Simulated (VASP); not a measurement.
# TePb (I4mm) in VASP: single point with PBE

Aim: the single point of TePb with PBE.

All numbers are computed with VASP 6.6.1; they aren't measurements. Logs are shortened: lines on timing, memory, paths and dates and some standing lists are left out, and cuts for length are marked.

**1. The cell of the first run**

It takes space group I4mm (No. 107, tetragonal). Conventional cell: a = 4.564 Å, b = 4.564 Å, c = 6.454 Å, α = 90.00°, β = 90.00°, γ = 90.00°. Around Te (site symmetry 4mm) lie 6 Pb at 3.03 to 3.43 Å. Around Pb (site symmetry 4mm) lie 6 Te at 3.03 to 3.43 Å.

Measurements of this composition are mostly on another form, of space group No. 225.

**2. Single point, PBE (atom 1 (Te) moved by [0.0, 0.0, 0.2] A)**

The input, INCAR:

```
SYSTEM = TePb
PREC = Accurate
ENCUT = 520
EDIFF = 1E-6
ISMEAR = -1
SIGMA = 0.08
LREAL = .False.
LASPH = .True.
NELM = 100
ALGO = Fast
ISIF = 2
LWAVE = .False.
LCHARG = .True.
GGA = PE
LELF = .True.
LVHAR = .True.
NBANDS = 17
```

The input, KPOINTS:

```
Automatic mesh
0
Gamma
  11 11 11
  0 0 0
```

The input, POSCAR:

```
TePb
1.0
    0.0000000000      3.2270000000      3.2270000000
    3.2270000000      0.0000000000      3.2270000000
    3.2270000000      3.2270000000      0.0000000000
Te Pb
1 1
Direct
    0.5309885342      0.5309885342      0.4690114658
    0.0000000000      0.0000000000      0.0000000000
```

Potentials or basis: VASP PAW PBE potentials, release 64 (Te, Pb_d).

Run with:

```sh
cat potpaw_PBE.64/Te/POTCAR potpaw_PBE.64/Pb_d/POTCAR > POTCAR
mpirun -np 1 vasp_std > vasp.out
```

OUTCAR:

```text
SYSTEM = TePb
   PREC = Accurate
   ENCUT = 520
   EDIFF = 1E-6
   ISMEAR = -1
   LREAL = .False.
   LASPH = .True.
   NELM = 100
   ISIF = 2
   GGA = PE

 ion  position               nearest neighbor table
   1  0.531  0.531  0.469-   2 3.03   2 3.23   2 3.23   2 3.23   2 3.23   2 3.43
   2  0.000  0.000  0.000-   1 3.03   1 3.23   1 3.23   1 3.23   1 3.23   1 3.43

  LATTYP: Found a face centered cubic cell.
 ALAT       =     6.4540000000

  Lattice vectors:

 A1 = (   0.0000000000,   3.2270000000,   3.2270000000)
 A2 = (   3.2270000000,   0.0000000000,   3.2270000000)
 A3 = (   3.2270000000,   3.2270000000,   0.0000000000)

Analysis of symmetry for initial positions (statically):
=====================================================================
 Subroutine PRICEL returns:
 Original cell was already a primitive cell.

 Routine SETGRP: Setting up the symmetry group for a
 face centered cubic supercell.

 Subroutine GETGRP returns: Found  8 space group operations
 (whereof  8 operations were pure point group operations)
 out of a pool of 48 trial point group operations.

The static configuration has the point symmetry C_4v.

Analysis of symmetry for dynamics (positions and initial velocities):
=====================================================================
 Subroutine PRICEL returns:
 Original cell was already a primitive cell.

 Routine SETGRP: Setting up the symmetry group for a
 face centered cubic supercell.

 Subroutine GETGRP returns: Found  8 space group operations
 (whereof  8 operations were pure point group operations)
 out of a pool of 48 trial point group operations.

The dynamic configuration has the point symmetry C_4v.

 Subroutine INISYM returns: Found  8 space group operations
 (whereof  8 operations are pure point group operations),
 and found     1 'primitive' translations

----------------------------------------------------------------------------------------

                                     Primitive cell

  volume of cell :      67.2089

  direct lattice vectors                    reciprocal lattice vectors
     0.000000000  3.227000000  3.227000000    -0.154942671  0.154942671  0.154942671
     3.227000000  0.000000000  3.227000000     0.154942671 -0.154942671  0.154942671
     3.227000000  3.227000000  0.000000000     0.154942671  0.154942671 -0.154942671

  length of vectors
     4.563667166  4.563667166  4.563667166     0.268368579  0.268368579  0.268368579

  position of ions in fractional coordinates (direct lattice)
     0.530988534  0.530988534  0.469011466
     0.000000000  0.000000000  0.000000000

  ion indices of the primitive-cell ions
   primitive index   ion index
                 1           1
                 2           2

----------------------------------------------------------------------------------------

 KPOINTS: Automatic mesh

Automatic generation of k-mesh.
 Grid dimensions read from file:
 generate k-points for:   11   11   11

 Generating k-lattice:

  Cartesian coordinates                     Fractional coordinates (reciprocal lattice)
    -0.014085697  0.014085697  0.014085697     0.090909091  0.000000000  0.000000000
     0.014085697 -0.014085697  0.014085697     0.000000000  0.090909091  0.000000000
     0.014085697  0.014085697 -0.014085697     0.000000000  0.000000000  0.090909091

  Length of vectors
     0.024397144  0.024397144  0.024397144

  Shift w.r.t. Gamma in fractional coordinates (k-lattice)
     0.000000000  0.000000000  0.000000000

 Subroutine IBZKPT returns following result:
 ===========================================

 Found    126 irreducible k-points:

 Following reciprocal coordinates:
            Coordinates               Weight
  0.000000  0.000000  0.000000      1.000000
  0.090909  0.000000  0.000000      8.000000
  0.181818  0.000000  0.000000      8.000000
  0.272727  0.000000  0.000000      8.000000
  0.363636  0.000000  0.000000      8.000000
  0.454545  0.000000  0.000000      8.000000
[... 16 lines left out ...]
 -0.181818  0.090909  0.000000      8.000000
  0.000000 -0.181818  0.090909     16.000000
 [... further k-points ...]
   k-points           NKPTS =    126   k-points in BZ     NKDIM =    126   number of bands    NBANDS=     17
   number of dos      NEDOS =    301   number of ions     NIONS =      2
   total plane-waves  NPLWV =  46656
   dimension x,y,z NGX =    36 NGY =   36 NGZ =   36
   dimension x,y,z NGXF=    72 NGYF=   72 NGZF=   72
   ions per type =               1   1
   NGX,Y,Z   is equivalent  to a cutoff of  13.11, 13.11, 13.11 a.u.
   NGXF,Y,Z  is equivalent  to a cutoff of  26.23, 26.23, 26.23 a.u.
 SYSTEM =  TePb
   PREC   = accura    normal or accurate (medium, high low for compatibility)
   ISTART =      0    job   : 0-new  1-cont  2-samecut
   ICHARG =      2    charge: 1-file 2-atom 10-const
   ISPIN  =      1    spin polarized calculation?
   LNONCOLLINEAR =      F non collinear calculations
   LSORBIT =      F    spin-orbit coupling
   LASPH  =      T    aspherical Exc in radial PAW
   ENCUT  =  520.0 eV  38.22 Ry    6.18 a.u.   8.49  8.49  8.49*2*pi/ulx,y,z
   NELM   =    100;   NELMIN=  2; NELMDL= -5     # of ELM steps
   EDIFF  = 0.1E-05   stopping-criterion for ELM
   LREAL  =      F    real-space projection
   EDIFFG = 0.1E-04   stopping-criterion for IOM
   NSW    =      0    number of steps for IOM
   IBRION =     -1    ionic relax: 0-MD 1-quasi-New 2-CG
   NFREE  =      0    steps in history (QN), initial steepest desc. (CG)
   ISIF   =      2    stress and relaxation
   ISYM   =      2    0-nonsym 1-usesym 2-fastsym
   POTIM  = 0.5000    time-step for ionic-motion
   TEBEG  =    0.0;   TEEND  =   0.0 temperature during run
   PSTRESS=    0.0 pullay stress
   NELECT =      20.0000    total number of electrons
   NUPDOWN=      -1.0000    fix difference up-down
   EMIN   =  10.00;   EMAX   =-10.00  energy-range for DOS
   EFERMI =   0.00;   METHOD = LEGACY
   ISMEAR =    -1;   SIGMA  =   0.08  broadening in eV -4-tet -1-fermi 0-gaus
   EFERMI_NEDOS =   21; number of points for ismear=-14 and -15
   IALGO  =     68    algorithm
   IMIX   =      4    mixing-type and parameters
     AMIX     =   0.40;   BMIX     =  1.00
     AMIX_MAG =   1.60;   BMIX_MAG =  1.00
  volume/ion in A,a.u.               =      33.60       226.77
  Fermi-wavevector in a.u.,A,eV,Ry     =   1.092972  2.065418 16.253366  1.194589
  Thomas-Fermi vector in A             =   2.229249
   LORBIT       =      0    0 simple, 1 ext, 2 COOP (PROOUT), +10 PAW based schemes
   GGA     = PE    functional components
   LHFCALC =     F    Hartree Fock is set to
   AEXX    =    0.0000 exact exchange contribution
   IVDW    =     0    specifies the selected vdW correction
   LEPSILON=     F    determine dielectric tensor
   LRPA    =     F    only Hartree local field effects (RPA)
 non-spin polarized calculation
 RMM-DIIS sequential band-by-band and
  energy-cutoff  :      520.00
  volume of cell :       67.21
 maximum number of plane-waves:      1838
 NGX is ok and might be reduce to    36
   NGX = 17   NGY = 17   NGZ = 17

 number of electron      20.0000002 magnetization

 Free energy of the ion-electron system (eV)
  ---------------------------------------------------
  ext. energy  EPLUGINS =         0.00000000
  ---------------------------------------------------
  free energy    TOTEN  =        -7.47756764 eV

  energy without entropy =       -7.47749977  energy(sigma->0) =       -7.47753370

 E-fermi :   6.1088     XC(G=0):  -9.3083

 val. band max:        5.5540542334   @ k =   0.4545   0.0000   0.0000
 cond. band min:       6.5770195335   @ k =   0.4545   0.0000   0.0000
 fundamental gap:      1.0229653001
 Fermi energy:         6.1088213294

 k-point     1 :       0.0000    0.0000    0.0000
  band No.  band energies     occupation
      1     -11.0307      2.00000
      2     -11.0307      2.00000
      3     -11.0219      2.00000
      4     -11.0159      2.00000
      5     -11.0159      2.00000
      6      -6.4165      2.00000
[... 9 lines left out ...]
     16      11.6518      0.00000
     17      13.0685      0.00000

 k-point     2 :       0.0909    0.0000    0.0000
  band No.  band energies     occupation
      1     -11.0318      2.00000
      2     -11.0316      2.00000
      3     -11.0211      2.00000
      4     -11.0153      2.00000
      5     -11.0147      2.00000
      6      -6.3452      2.00000
[... 9 lines left out ...]
     16      11.7365      0.00000
     17      13.7142      0.00000

 k-point     3 :       0.1818    0.0000    0.0000
  band No.  band energies     occupation
      1     -11.0353      2.00000
      2     -11.0344      2.00000
      3     -11.0191      2.00000
      4     -11.0130      2.00000
      5     -11.0112      2.00000
      6      -6.1356      2.00000
[... 9 lines left out ...]
     16      12.0966      0.00000
     17      14.9409      0.00000

 k-point     4 :       0.2727    0.0000    0.0000
  band No.  band energies     occupation
      1     -11.0402      2.00000
      2     -11.0385      2.00000
      3     -11.0176      2.00000
      4     -11.0089      2.00000
      5     -11.0062      2.00000
      6      -5.8043      2.00000
[... 9 lines left out ...]
     16      12.7509      0.00000
     17      16.3572      0.00000

 k-point     5 :       0.3636    0.0000    0.0000
  band No.  band energies     occupation
      1     -11.0447      2.00000
      2     -11.0425      2.00000
      3     -11.0167      2.00000
      4     -11.0046      2.00000
      5     -11.0014      2.00000
      6      -5.3975      2.00000
[... 9 lines left out ...]
     16      13.6435      0.00000
     17      16.5600      0.00000

 k-point     6 :       0.4545    0.0000    0.0000
  band No.  band energies     occupation
      1     -11.0474      2.00000
      2     -11.0448      2.00000
      3     -11.0163      2.00000
      4     -11.0018      2.00000
      5     -10.9985      2.00000
      6      -5.0522      2.00000
[... 9 lines left out ...]
     16      14.6441      0.00000
     17      15.4090      0.00000

 k-point     7 :       0.0909    0.0909    0.0000
  band No.  band energies     occupation
      1     -11.0343      2.00000
      2     -11.0297      2.00000
      3     -11.0227      2.00000
      4     -11.0139      2.00000
      5     -11.0139      2.00000
      6      -6.3204      2.00000
[... 9 lines left out ...]
     16      12.0590      0.00000
     17      13.7163      0.00000

 k-point     8 :       0.0000    0.0909    0.0909
  band No.  band energies     occupation
      1     -11.0343      2.00000
      2     -11.0297      2.00000
      3     -11.0199      2.00000
      4     -11.0167      2.00000
      5     -11.0138      2.00000
      6      -6.3219      2.00000
[... 9 lines left out ...]
     16      11.9478      0.00000
     17      13.4825      0.00000
[... 203 lines left out ...]
      1     -11.0471      2.00000
      2     -11.0437      2.00000
      3     -11.0150      2.00000
      4     -11.0038      2.00000
      5     -11.0009      2.00000
      6      -5.2169      2.00000
[... 9 lines left out ...]
     16      14.9945      0.00000
     17      15.5416      0.00000

 k-point    20 :       0.0000   -0.3636    0.0909
  band No.  band energies     occupation
      1     -11.0481      2.00000
      2     -11.0426      2.00000
      3     -11.0160      2.00000
      4     -11.0037      2.00000
      5     -11.0002      2.00000
      6      -5.2148      2.00000
[... 9 lines left out ...]
     16      14.9258      0.00000
     17      15.5649      0.00000

 k-point    21 :      -0.2727    0.0909    0.0000
  band No.  band energies     occupation
      1     -11.0418      2.00000
      2     -11.0415      2.00000
      3     -11.0151      2.00000
      4     -11.0075      2.00000
      5     -11.0055      2.00000
      6      -5.6193      2.00000
[... 9 lines left out ...]
     16      14.0182      0.00000
     17      15.6449      0.00000

 k-point    22 :       0.0000   -0.2727    0.0909
  band No.  band energies     occupation
      1     -11.0443      2.00000
      2     -11.0389      2.00000
      3     -11.0175      2.00000
      4     -11.0077      2.00000
      5     -11.0031      2.00000
      6      -5.6162      2.00000
[... 9 lines left out ...]
     16      13.9726      0.00000
     17      15.6617      0.00000

 k-point    23 :      -0.1818    0.0909    0.0000
  band No.  band energies     occupation
      1     -11.0381      2.00000
      2     -11.0364      2.00000
      3     -11.0156      2.00000
      4     -11.0124      2.00000
      5     -11.0103      2.00000
      6      -5.9786      2.00000
[... 9 lines left out ...]
     16      13.0777      0.00000
     17      14.4012      0.00000

 k-point    24 :       0.0000   -0.1818    0.0909
  band No.  band energies     occupation
      1     -11.0396      2.00000
      2     -11.0345      2.00000
      3     -11.0193      2.00000
      4     -11.0119      2.00000
      5     -11.0074      2.00000
      6      -5.9761      2.00000
[... 9 lines left out ...]
     16      13.0326      0.00000
     17      14.4102      0.00000

 [... further k-points ...]

------------------------ aborting loop because EDIFF is reached ----------------------------------------

  FORCE on cell =-STRESS in cart. coord.  units (eV):
  Direction    XX          YY          ZZ          XY          YZ          ZX
  --------------------------------------------------------------------------------------
  -------------------------------------------------------------------------------------
  Total        0.9406314      0.9406314      1.6159687      0.0000000     -0.0000000      0.0000000
  in kB       22.4234880     22.4234880     38.5226937      0.0000000     -0.0000000      0.0000000
  external PRESSURE =      27.7898899 kB  Pullay stress =       0.0000000 kB

 VOLUME and BASIS-vectors are now :
 -----------------------------------------------------------------------------
  energy-cutoff  :      520.00
  volume of cell :       67.21
      direct lattice vectors                 reciprocal lattice vectors
     0.000000000  3.227000000  3.227000000    -0.154942671  0.154942671  0.154942671
     3.227000000  0.000000000  3.227000000     0.154942671 -0.154942671  0.154942671
     3.227000000  3.227000000  0.000000000     0.154942671  0.154942671 -0.154942671

 POSITION                                       TOTAL-FORCE (eV/Angst)
 -----------------------------------------------------------------------------------
      3.22700      3.22700      3.42700         0.000000      0.000000     -0.261867
      0.00000      0.00000      0.00000         0.000000      0.000000      0.261867
 -----------------------------------------------------------------------------------
    total drift:                                0.000000      0.000000     -0.000449

  FREE ENERGIE OF THE ION-ELECTRON SYSTEM (eV)
  ---------------------------------------------------
  free  energy   TOTEN  =        -7.4775676375 eV

  energy  without entropy=       -7.4774997690  energy(sigma->0) =       -7.47753370
```

It took 90 s on 1 thread of Intel Xeon Platinum 8559C (Emerald Rapids), shared host; peak memory 0.31 GiB.

Results:

```
Free energy            : -7.4776 eV
Pressure               : 2.8 GPa
Largest force          : 0.262 eV/Å
Band gap on the k mesh : 1.02 eV, direct
```

Forces on the atoms (eV/Å):
```
Te   0.000  0.000 -0.262
Pb   0.000  0.000  0.262
```

Caveat: spin-orbit coupling is left out, which as a rule narrows the gap of such compounds by several tenths of an eV; an odd mesh through Γ misses points on the zone boundary, where band edges often lie.
